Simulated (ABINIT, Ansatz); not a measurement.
# KCl (Sylvite): G0W0 with ABINIT, start to end, part 2 of 3

Wanted: ground state, empty states, screening and self-energy for KCl (Sylvite).

ABINIT 10.8.3; PBE and many-body steps on it, plane waves. Known limits of the many-body steps: not at the basis limit.

So far. Step 2 (Ground state): The gap is direct, at Γ.

## Step 3: Bands along the symmetry lines

Level of this step: DFT, PBE, plane waves, norm-conserving pseudopotentials (ABINIT).

The cheap functional maps the bands first; the places of the edges decide which points the dearer methods must see.

run.abi

```
acell 3*1.0 Angstrom
rprim 
  -0.000000000000 3.146470000000 3.146470000000
  3.146470000000 0.000000000000 3.146470000000
  3.146470000000 3.146470000000 -0.000000000000
ntypat 2
znucl 19 17
natom 2
typat 1 2
xred 
  0.000000000000 0.000000000000 0.000000000000
  0.500000000000 0.500000000000 0.500000000000
pp_dirpath "pseudos"
pseudos "K.upf, Cl.upf"
ecut 33
iscf -2
irdden 1
kptopt 0
nkpt 50
kpt 
  0.00000000 0.00000000 0.00000000
  0.06250000 0.00000000 0.06250000
  0.12500000 0.00000000 0.12500000
  0.18750000 0.00000000 0.18750000
  0.25000000 0.00000000 0.25000000
  0.31250000 0.00000000 0.31250000
  0.37500000 0.00000000 0.37500000
  0.43750000 0.00000000 0.43750000
  0.50000000 0.00000000 0.50000000
  0.51562500 0.03125000 0.51562500
  0.53125000 0.06250000 0.53125000
  0.54687500 0.09375000 0.54687500
  0.56250000 0.12500000 0.56250000
  0.57812500 0.15625000 0.57812500
  0.59375000 0.18750000 0.59375000
  0.60937500 0.21875000 0.60937500
  0.62500000 0.25000000 0.62500000
  0.37500000 0.37500000 0.75000000
  0.32812500 0.32812500 0.65625000
  0.28125000 0.28125000 0.56250000
  0.23437500 0.23437500 0.46875000
  0.18750000 0.18750000 0.37500000
  0.14062500 0.14062500 0.28125000
  0.09375000 0.09375000 0.18750000
  0.04687500 0.04687500 0.09375000
  0.00000000 0.00000000 0.00000000
  0.06250000 0.06250000 0.06250000
  0.12500000 0.12500000 0.12500000
  0.18750000 0.18750000 0.18750000
  0.25000000 0.25000000 0.25000000
  0.31250000 0.31250000 0.31250000
  0.37500000 0.37500000 0.37500000
  0.43750000 0.43750000 0.43750000
  0.50000000 0.50000000 0.50000000
  0.50000000 0.46875000 0.53125000
  0.50000000 0.43750000 0.56250000
  0.50000000 0.40625000 0.59375000
  0.50000000 0.37500000 0.62500000
  0.50000000 0.34375000 0.65625000
  0.50000000 0.31250000 0.68750000
  0.50000000 0.28125000 0.71875000
  0.50000000 0.25000000 0.75000000
  0.50000000 0.21875000 0.71875000
  0.50000000 0.18750000 0.68750000
  0.50000000 0.15625000 0.65625000
  0.50000000 0.12500000 0.62500000
  0.50000000 0.09375000 0.59375000
  0.50000000 0.06250000 0.56250000
  0.50000000 0.03125000 0.53125000
  0.50000000 0.00000000 0.50000000
istwfk *1
nband 15
nbdbuf 2
tolwfr 1e-08
nstep 40
prtwf 0
prtvol 0
indata_prefix "in"
outdata_prefix "out"
tmpdata_prefix "tmp"
```

Command:

```
OMP_NUM_THREADS=1 mpirun -n 4 abinit run.abi > log
```

Numbers of over 12 decimals in the logs are rounded to 6 here.

The program printed:

```text
.Version 10.8.3 of ABINIT. v10.8.2 released Aug 2026.

 Symmetries : space group Fm -3 m (#225); Bravais cF (face-center cubic)
[... echo of the input left out ...]
== DATASET  1 ==================================================================
-   mpi_nproc: 4, omp_nthreads: 1 (-1 if OMP is not activated)

--- !DatasetInfo
iteration_state: {dtset: 1, }
dimensions: {natom: 2, nkpt: 50, mband: 15, nsppol: 1, nspinor: 1, nspden: 1, mpw: 3840, }
cutoff_energies: {ecut:  33.0, pawecutdg:  -1.0, }
electrons: {nelect:   1.60000000E+01, charge:   0.00000000E+00, occopt:   1.00000000E+00, tsmear:   1.00000000E-02, }

 Real(R)+Recip(G) space primitive vectors, cartesian coordinates (Bohr,Bohr^-1):
 R(1)=  0.0000000  5.9459666  5.9459666  G(1)= -0.0840906  0.0840906  0.0840906
 R(2)=  5.9459666  0.0000000  5.9459666  G(2)=  0.0840906 -0.0840906  0.0840906
 R(3)=  5.9459666  5.9459666  0.0000000  G(3)=  0.0840906  0.0840906 -0.0840906
 Unit cell volume ucvol=  4.2043357E+02 bohr^3
 Angles (23,13,12)=  6.00000000E+01  6.00000000E+01  6.00000000E+01 degrees

 getcut: wavevector=  0.0000  0.0000  0.0000  ngfft=  45  45  45
         ecut(hartree)=     33.000   => boxcut(ratio)=   2.02345

--- Pseudopotential description ------------------------------------------------
- K Generated using ONCVPSP code by D. R. Hamann
- 19.00000   9.00000  171031                  znucl, zion, pspdat
12 -101130 2 -1 2222                          pspcod,pspxc,lmax,lloc,mmax
     nproj     2     2     2
  pspatm : epsatm=    8.42413758
         --- l  ekb(1:nproj) -->
             0   10.871123    0.806704
             1    4.379001    0.553647
             2   -3.405842   -1.029115
 pspatm: atomic psp has been read  and splines computed

- Cl Generated using ONCVPSP code by D. R. Hamann
- 17.00000   7.00000  171031                  znucl, zion, pspdat
12 -101130 2 -1 1028                          pspcod,pspxc,lmax,lloc,mmax
     nproj     2     2     2
  pspatm : epsatm=    9.12776517
         --- l  ekb(1:nproj) -->
[...]
pspatm: atomic psp has been read  and splines computed

--------------------------------------------------------------------------------

================================================================================
 prteigrs : about to open file out_EIG
 Non-SCF case, kpt    1 (  0.00000  0.00000  0.00000), residuals and eigenvalues=
  2.09E-09  4.81E-09  2.24E-09  3.41E-09  5.60E-09  2.96E-09  2.53E-09  6.06E-09
  8.74E-09  4.40E-09  6.33E-09  6.17E-09  4.18E-09  5.06E-09  2.12E-08
 -1.0079E+00 -4.5382E-01 -4.0010E-01 -4.0010E-01 -4.0010E-01 -8.5044E-03
 -8.5044E-03 -8.5044E-03  1.8221E-01  2.9896E-01  2.9896E-01  2.9896E-01
[...]
Non-SCF case, kpt    2 (  0.06250  0.00000  0.06250), residuals and eigenvalues=
  9.47E-09  3.07E-09  2.00E-09  7.17E-09  8.18E-09  3.97E-09  3.18E-09  9.72E-09
[...]
4.28E-09  5.02E-09  4.74E-09  9.96E-09  6.18E-09  4.12E-09  2.61E-09  9.52E-09
  8.70E-09  6.07E-09  5.35E-09  6.95E-09  8.24E-09  6.21E-09  2.42E-06
[...]
Non-SCF case, kpt   49 (  0.50000  0.03125  0.53125), residuals and eigenvalues=
[...]
Non-SCF case, kpt   50 (  0.50000  0.00000  0.50000), residuals and eigenvalues=
[...]
-1.0074E+00 -4.5018E-01 -4.0531E-01 -4.0214E-01 -4.0214E-01 -3.2597E-02
 -1.6693E-02 -1.6693E-02  2.3146E-01  2.9798E-01  3.6150E-01  3.6578E-01
[...]
--- !ResultsGS
iteration_state: {dtset: 1, }
comment   : Summary of ground state results
lattice_vectors:
- [ -0.0000000,   5.9459666,   5.9459666, ]
- [  5.9459666,   0.0000000,   5.9459666, ]
- [  5.9459666,   5.9459666,  -0.0000000, ]
lattice_lengths: [   8.40887,    8.40887,    8.40887, ]
lattice_angles: [ 60.000,  60.000,  60.000, ] # degrees, (23, 13, 12)
lattice_volume:   4.2043357E+02
convergence: {deltae:  0.000E+00, res2:  0.000E+00, residm:  9.991E-09, diffor:  0.000E+00, }
etotal    :  -4.65983682E+01
entropy   :   0.00000000E+00
fermie    :  -8.50435789E-03
cartesian_stress_tensor: null
pressure_GPa: null
xred      :
- [  0.0000E+00,   0.0000E+00,   0.0000E+00,  K]
- [  5.0000E-01,   5.0000E-01,   5.0000E-01, Cl]
cartesian_forces: null
force_length_stats: {min: null, max: null, mean: null, }

 Integrated electronic density in atomic spheres:
 ------------------------------------------------
 Atom  Sphere_radius  Integrated_density
[...]
================================================================================

 ----iterations are completed or convergence reached----

 Mean square residual over all n,k,spin=   59.207E-10; max=  99.909E-10
 reduced coordinates (array xred) for    2 atoms
       0.000000000000      0.000000000000      0.000000000000
       0.500000000000      0.500000000000      0.500000000000

 cartesian coordinates (angstrom) at end:
    1      0.000000     0.000000     0.000000
    2      3.146470     3.146470     3.146470
 length scales=  1.889726125908  1.889726125908  1.889726125908 bohr
              =  1.000000000000  1.000000000000  1.000000000000 angstroms
 prteigrs : about to open file out_EIG
 Eigenvalues (hartree) for nkpt=  50  k points:
 kpt#   1, nband= 15, wtk=  1.00000, kpt=  0.0000  0.0000  0.0000 (reduced coord)
[...]
kpt#   2, nband= 15, wtk=  1.00000, kpt=  0.0625  0.0000  0.0625 (reduced coord)
[...]
kpt#   3, nband= 15, wtk=  1.00000, kpt=  0.1250  0.0000  0.1250 (reduced coord)
[...]
kpt#  49, nband= 15, wtk=  1.00000, kpt=  0.5000  0.0313  0.5313 (reduced coord)
  -1.00742   -0.45033   -0.40528   -0.40217   -0.40193   -0.03248   -0.01708   -0.01690
   0.23245    0.29919    0.35943    0.36660    0.37969    0.41827    0.41945
 kpt#  50, nband= 15, wtk=  1.00000, kpt=  0.5000  0.0000  0.5000 (reduced coord)
  -1.00742   -0.45018   -0.40531   -0.40214   -0.40214   -0.03260   -0.01669   -0.01669
   0.23146    0.29798    0.36150    0.36578    0.38035    0.41824    0.41824

== END DATASET(S) ==============================================================
================================================================================

 -outvars: echo values of variables after computation  --------
            nband          15
             nkpt          50
          spgroup         225
 [... the other variables as echoed above ...]

 Calculation completed.
```

It took 20 s on 4 MPI ranks of Intel Xeon 6975P-C (Granite Rapids), shared host; peak memory 0.33 GiB.

Numbers from this step:

* gap: 5.189 eV
* k of the valence top: 0, 0, 0
* k of the conduction bottom: 0, 0, 0
* least direct gap: 5.189 eV

The gap is 5.189 eV, as in the run before at this level.

Electronic bands along the path, in eV, zero at the top of the highest filled band; v1 is the highest filled band, c1 the lowest empty one:

```csv
point,v4,v3,v2,v1,c1,c2,c3,c4
Γ,-10.66,0.00,0.00,0.00,5.19,8.37,8.37,8.37
halfway,-10.58,-0.63,-0.13,-0.13,6.64,7.24,9.66,9.84
X,-10.71,-0.66,-0.22,-0.22,6.53,8.34,10.07,10.18
halfway,-10.68,-0.63,-0.32,-0.24,6.74,8.60,9.70,10.36
U,-10.60,-0.56,-0.55,-0.29,7.27,9.07,9.30,10.07
jump to K,-10.60,-0.56,-0.55,-0.29,7.27,9.07,9.30,10.07
halfway,-10.51,-0.69,-0.24,-0.20,6.89,7.97,9.19,9.85
Γ,-10.66,0.00,0.00,0.00,5.19,8.37,8.37,8.37
halfway,-10.53,-0.59,-0.17,-0.17,6.45,8.16,9.11,9.11
L,-10.42,-1.05,-0.32,-0.32,7.58,8.60,10.50,10.50
halfway,-10.51,-0.84,-0.40,-0.33,7.84,8.34,10.04,10.14
W,-10.57,-0.49,-0.47,-0.47,8.03,8.03,9.44,9.85
halfway,-10.64,-0.61,-0.36,-0.30,6.95,8.80,9.34,10.32
X,-10.71,-0.66,-0.22,-0.22,6.53,8.34,10.07,10.18
```

The electronic bands as a text plot (rows in eV, shown from -8.0 to 9.2 only):

```
    8.9 |+ ++          +++++    +++++ ++ ++++   +++++       +++
    8.1 |++++      ++++     ++++++++++++++++++++     +++++++   ++
    7.4 |    ++++++      +++  ++               +++++++     ++
    6.7 |     +++++++++++       +           +++              ++++
    6.0 |  +++                   ++++      +
    5.3 |++                          ++++++
    4.6 |
    3.8 |
    3.1 |
    2.4 |
    1.7 |
    1.0 |
    0.3 |*****                     ********
   -0.5 |  **************************    ************************
   -1.2 |                                      ********
   -1.9 |
   -2.6 |
   -3.3 |
   -4.1 |
   -4.8 |
   -5.5 |
   -6.2 |
   -6.9 |
   -7.6 |
         Γ           X  U|K            Γ         L        W     X
```

## Step 4: Empty states on the mesh, 4×4×4 mesh, 1147 bands

The sums over transitions need many empty states on a uniform mesh; this step solves for them.

run.abi

```
acell 3*1.0 Angstrom
rprim 
  -0.000000000000 3.146470000000 3.146470000000
  3.146470000000 0.000000000000 3.146470000000
  3.146470000000 3.146470000000 -0.000000000000
ntypat 2
znucl 19 17
natom 2
typat 1 2
xred 
  0.000000000000 0.000000000000 0.000000000000
  0.500000000000 0.500000000000 0.500000000000
pp_dirpath "pseudos"
pseudos "K.upf, Cl.upf"
ecut 33
ngkpt 4 4 4
nshiftk 1
shiftk 0 0 0
kptopt 1
chksymbreak 0
irdden 1
istwfk *1
nband 1147
prtvol 0
optdriver 6
gwr_task "HDIAGO"
paral_kgb 0
occopt 1
indata_prefix "in"
outdata_prefix "out"
tmpdata_prefix "tmp"
```

The program printed:

```text
[banner, memory and clock lines left out]
.Version 10.8.3 of ABINIT. v10.8.2 released Aug 2026.

 Symmetries : space group Fm -3 m (#225); Bravais cF (face-center cubic)
[... echo of the input left out ...]
== DATASET  1 ==================================================================
-   mpi_nproc: 4, omp_nthreads: 1 (-1 if OMP is not activated)

--- !DatasetInfo
iteration_state: {dtset: 1, }
dimensions: {natom: 2, nkpt: 8, mband: 1147, nsppol: 1, nspinor: 1, nspden: 1, mpw: 3839, }
cutoff_energies: {ecut:  33.0, pawecutdg:  -1.0, }
electrons: {nelect:   1.60000000E+01, charge:   0.00000000E+00, occopt:   1.00000000E+00, tsmear:   1.00000000E-02, }

.Using double precision arithmetic; gwpc =  8

- Reading GS density from: in_DEN

--- Pseudopotential description ------------------------------------------------
- K Generated using ONCVPSP code by D. R. Hamann
- 19.00000   9.00000  171031                  znucl, zion, pspdat
12 -101130 2 -1 2222                          pspcod,pspxc,lmax,lloc,mmax
     nproj     2     2     2
  pspatm : epsatm=    8.42413758
         --- l  ekb(1:nproj) -->
             0   10.871123    0.806704
             1    4.379001    0.553647
             2   -3.405842   -1.029115
 pspatm: atomic psp has been read  and splines computed

- Cl Generated using ONCVPSP code by D. R. Hamann
- 17.00000   7.00000  171031                  znucl, zion, pspdat
12 -101130 2 -1 1028                          pspcod,pspxc,lmax,lloc,mmax
     nproj     2     2     2
  pspatm : epsatm=    9.12776517
         --- l  ekb(1:nproj) -->
             0    8.139296    0.698720
             1    3.821713    1.107519
             2   -2.938609   -0.805455
 pspatm: atomic psp has been read  and splines computed

   2.80830444E+02                                ecore*ucvol(ha*bohr**3)

 Total charge density [el/Bohr^3]
)     Maximum=    5.5720E-01  at reduced coord.    0.0667    0.9111    0.9556
)     Minimum=    8.3501E-04  at reduced coord.    0.2444    0.2444    0.2444
   Integrated=    1.6000E+01

 === KS gaps after direct diagonalization ===
 Direct band gap semiconductor
 Fundamental gap:     5.190 (eV)
   VBM:    -0.231 (eV) at k: [ 0.0000E+00,  0.0000E+00,  0.0000E+00]
   CBM:     4.958 (eV) at k: [ 0.0000E+00,  0.0000E+00,  0.0000E+00]
 Direct gap:         5.190 (eV) at k: [ 0.0000E+00,  0.0000E+00,  0.0000E+00]

== END DATASET(S) ==============================================================

 -outvars: echo values of variables after computation  --------
           etotal      0.0000000000E+00
            nband        1147
             nkpt           8
          spgroup         225
 [... the other variables as echoed above ...]

 Calculation completed.
```

The job ended after 2.1 min (4 MPI ranks; peak memory 3.6 GiB).

This step gave:

```yaml
gap: 5.190 eV
k_of_the_valence_top: 0, 0, 0
k_of_the_conduction_bottom: 0, 0, 0
least_direct_gap: 5.190 eV
k_points_computed: 8
lowest_point_of_the_top_converged_band_above_the_valence_top: 391.8834 eV
```

On this mesh the gap is 5.190 eV.

## Step 5: Screening, 4×4×4 mesh, 469 bands, screening to 283 eV

The RPA dielectric matrix is built and inverted for each q.

This step: RPA screening on PBE, plane waves, norm-conserving pseudopotentials.

Changes to run.abi since step 4:

```diff
@@ -20,10 +20,11 @@
 chksymbreak 0
-irdden 1
 istwfk *1
-nband 1147
-prtvol 0
-optdriver 6
-gwr_task "HDIAGO"
-paral_kgb 0
 occopt 1
+irdwfk 1
+optdriver 3
+nband 469
+ecuteps 10.4
+inclvkb 2
+awtr 1
+symchi 1
 indata_prefix "in"
```

The program printed:

```text
.Version 10.8.3 of ABINIT. v10.8.2 released Aug 2026.

 Symmetries : space group Fm -3 m (#225); Bravais cF (face-center cubic)
[... echo of the input left out ...]
== DATASET  1 ==================================================================
-   mpi_nproc: 4, omp_nthreads: 1 (-1 if OMP is not activated)

--- !DatasetInfo
iteration_state: {dtset: 1, }
dimensions: {natom: 2, nkpt: 8, mband: 469, nsppol: 1, nspinor: 1, nspden: 1, mpw: 3839, }
cutoff_energies: {ecut:  33.0, pawecutdg:  -1.0, }
electrons: {nelect:   1.60000000E+01, charge:   0.00000000E+00, occopt:   1.00000000E+00, tsmear:   1.00000000E-02, }

 SCREENING: Calculation of the susceptibility and dielectric matrices

 Based on a program developped by R.W. Godby, V. Olevano, G. Onida, and L. Reining.
 Incorporated in ABINIT by V. Olevano, G.-M. Rignanese, and M. Torrent.
.Using double precision arithmetic ; gwpc =  8

[... cell and pseudopotentials left out ...]
--------------------------------------------------------------------------------

 ==== K-mesh for the wavefunctions ====
 Number of points in the irreducible wedge :     8
[... list of points left out ...]
 Together with 48 symmetry operations and time-reversal symmetry
 yields    64 points in the full Brillouin Zone.

 ==== Q-mesh for the screening function ====
 Number of points in the irreducible wedge :     8
[... list of points left out ...]
 Together with 48 symmetry operations and time-reversal symmetry
 yields    64 points in the full Brillouin Zone.

 setmesh: FFT mesh size selected  =    36x   36x   36
          total number of points  =        46656

 vcoul_init : cutoff-mode = AUXILIARY_FUNCTION
 q-points for optical limit:   1
     1)      0.000010    0.000020    0.000030

- screening: taking advantage of time-reversal symmetry
- Maximum band index for partially occupied states nbvw = 8
- Remaining bands to be divided among processors   nbcw = 461
- Number of bands treated by each node ~115

 Number of electrons calculated from density =   16.0000; Expected =   16.0000
 average of density, n =  0.038056
 r_s =    1.8443
 omega_plasma =   18.8177 [eV]

 calculating chi0 at frequencies [eV] :
  1    0.000000E+00    0.000000E+00
  2    0.000000E+00    1.881772E+01

--------------------------------------------------------------------------------
  q-point number  1        q = ( 0.000000, 0.000000, 0.000000) [r.l.u.]
--------------------------------------------------------------------------------
[... chi0 elements left out ...]
 For q-point:  0.000010 0.000020 0.000030
  dielectric constant =   2.1775
  dielectric constant without local fields =   2.5858

  Average fulfillment of the sum rule on Im[epsilon] for q-point    1 :     88.26  [%]
[... wings left out ...]
  q-point number  2        q = ( 0.250000, 0.000000, 0.000000) [r.l.u.]
--------------------------------------------------------------------------------
[... chi0 elements left out ...]
  Average fulfillment of the sum rule on Im[epsilon] for q-point    2 :     88.90  [%]

 [... 6 further q-points ...]
```

Run time: 8.8 min. Hardware: 4 MPI ranks; peak memory 3.6 GiB; 35 min of CPU time.

This step gave:

| Property | Result |
| --- | --- |
| ε∞ with local fields, on this mesh, along the program's q direction | 2.178 |
| the same without local fields | 2.586 |
| plasma frequency | 18.82 eV |
| plane waves in the screening matrix | 645 |

Local fields lower ε∞ by 16 %.

[end of part 2 of 3]

[Paths, hosts, dates, memory and timing lines, banners, echoed tables and standing remarks are left out of the program output.]

[Logs are printed without paths, hosts, clocks, repeated set-up lines and the standing remarks that a program may print on its own settings, such as how far it seeks lower states.]

[Runs of the session that timed out or met a known fault of the program may be left out.]

[Hosts, paths, dates, database ids (printed as entryN), source tags and the programs' standing remarks are cut or masked in the printed files.]

[G0W0 gaps are taken among the corrected bands and points alone; a level outside them can change the order at an edge.]

[Where Ansatz stands beside ABINIT at settings called matched, ABINIT's density can come from a denser mesh and the files from another edition; pairs whose starting gaps differed by over 0.03 eV were left out, so agreement reads better than it is.]
